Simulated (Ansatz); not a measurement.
Relaxed ZrO2 (tetragonal-ZrO2 type, space group P4_2/nmc):

```xyz
6
Lattice="3.6208 0.0000 0.0000 0.0000 3.6208 0.0000 0.0000 0.0000 5.2843" Properties=species:S:1:pos:R:3 pbc="T T T"
Zr     0.0000     0.0000     0.0000
Zr     1.8104     1.8104     2.6421
O      0.0000     1.8104     1.0173
O      0.0000     1.8104     3.6594
O      1.8104     0.0000     1.6248
O      1.8104     0.0000     4.2670
```

Level of theory: PBE (plane waves to 420 eV, PAW, scalar-relativistic; Ansatz, an electronic-structure program). k mesh 7×7×5 (Γ-centred), Fermi-Dirac smearing 0.05 eV. The PAW data are Ansatz's earlier set. This is a high-temperature form of ZrO2. ZrO2 is run without spin polarisation. ZrO2 was relaxed with its symmetry unable to fall.

One atom of the cell was then moved (with its periodic images), all else fixed, and the forces (eV/Å) came out as:

```json
[
 {"atom": "Zr1", "Fx": "-2.965", "Fy": "0.000", "Fz": "1.229"},
 {"atom": "Zr2", "Fx": "0.103", "Fy": "0.000", "Fz": "-0.259"},
 {"atom": "O3", "Fx": "0.386", "Fy": "0.000", "Fz": "-0.006"},
 {"atom": "O4", "Fx": "0.234", "Fy": "0.000", "Fz": "0.049"},
 {"atom": "O5", "Fx": "-0.333", "Fy": "0.000", "Fz": "0.188"},
 {"atom": "O6", "Fx": "2.575", "Fy": "0.000", "Fz": "-1.200"}
]
```

Task: Which atom was moved, and by which vector (Å)?

Result: Zr1, by (0.25, 0.00, 0.00), 0.25 Å in all.

(For displaced atoms, the force is minus the slope of the energy, and its curvature is a force constant, which sets phonon frequencies.)
